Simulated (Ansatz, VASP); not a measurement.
MgS in VASP and in Ansatz

INCAR

```
SYSTEM = MgS
  PREC = Accurate
  ENCUT = 520
  EDIFF = 1E-6
  ISMEAR = 0
  SIGMA = 0.01
  LREAL = .False.
  LASPH = .True.
  NELM = 80
  ALGO = Normal
  ISIF = 2
  LWAVE = .False.
  LCHARG = .True.
  GGA = PE
  LELF = .True.
  LVHAR = .True.
  NBANDS = 11
```

The input KPOINTS:

```
regular mesh
0
Gamma
  6 6 6
  0 0 0
```

File POSCAR:

```
MgS
1.0
    0.0000000000      2.8486069976      2.8486069976
    2.8486069976      0.0000000000      2.8486069976
    2.8486069976      2.8486069976      0.0000000000
Mg S
1 1
Direct
    0.0000000000      0.0000000000      0.0000000000
    0.7500000000      0.7500000000      0.7500000000
```

Input for Ansatz:

```yaml
crystal:
  lattice:
    - [0.0, 2.8486069976, 2.8486069976]
    - [2.8486069976, 0.0, 2.8486069976]
    - [2.8486069976, 2.8486069976, 0.0]
  atoms:
    - { symbol: Mg, position: [0.0, 0.0, 0.0] }
    - { symbol: S, position: [0.75, 0.75, 0.75] }
kpoints:
  mp_grid: { grid: [6, 6, 6] }
hamiltonian:
  xc: pbe
scf:
  occupations: { method: fixed }
  n_extra_bands: 4
output:
  forces: true
  stress: true
  eigenvalues: true
```

Alike in both runs: task single point; functional PBE; k mesh 6 × 6 × 6; no spin polarisation.

|  | VASP | Ansatz |
| --- | --- | --- |
| version | VASP 6.6.1 | Ansatz 0.2.0 |
| potentials or method | VASP PAW PBE potentials, release 64 (Mg, S) | plane waves, PAW |
| plane-wave cutoff (eV) | 520 | 420 |
| occupations | gaussian, width 0.01 eV | fixed |
| valence electrons in the cell | 8 | 16 |

```tsv
	VASP	Ansatz	Ansatz less VASP
gap on the k mesh at the Fermi level (eV)	3.37	3.37	+0.008
pressure (GPa)	-0.1	0.0	+0.15
```

The two sets of potentials don't hold the same shells in valence.
